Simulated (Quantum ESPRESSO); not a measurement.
Runs of Quantum ESPRESSO 7.5 on Rh. It takes space group P6_3/mmc (No. 194, hexagonal). The conventional cell has a = 2.731 Å, b = 2.731 Å, c = 4.428 Å, α = 90.00°, β = 90.00°, γ = 120.00°. Around Rh (site symmetry -6m2) lie 12 Rh at 2.72 to 2.73 Å. This isn't the form of Rh at room conditions, which is fcc.

```csv
level,ASE optimiser,rVV10 parameter b,dispersion computed by,gap on the mesh (eV),pressure (GPa),relaxed volume (Å³/atom)
PBEsol+D3(BJ),FIRE,-,-,none,-0.1,13.35
PBEsol+rVV10,LBFGS,6.3,-,none,0.0,(b)
PBEsol,LBFGS,-,-,none,0.0,(a)
PBEsol+D3,BFGS,-,-,none,-0.1,13.38
PBEsol+D4,LBFGS,-,dftd4 4.3.1 through ASE,none,0.0,13.36
```

Alike in all rows: task relaxation of cell and atoms; potentials or basis GBRV 1.5 PBEsol; no spin polarisation; cell relaxed; k mesh 11 × 11 × 6; cutoff (eV) 612; smearing fermi-dirac 0.05 eV.

Task: Estimate the missing entries.

Result: (a) 13.59; (b) 13.31.

Caveats: pairwise dispersion overbinds metals, which lowers pressure and volume (some runs); rVV10's parameter b was fitted to another functional (some runs).

A k mesh can miss the band edges, and the runs leave out spin-orbit coupling on Rh.

A gap of «none» marks a metal or a gap under the smearing width.

Not every run made on this cell is shown here.
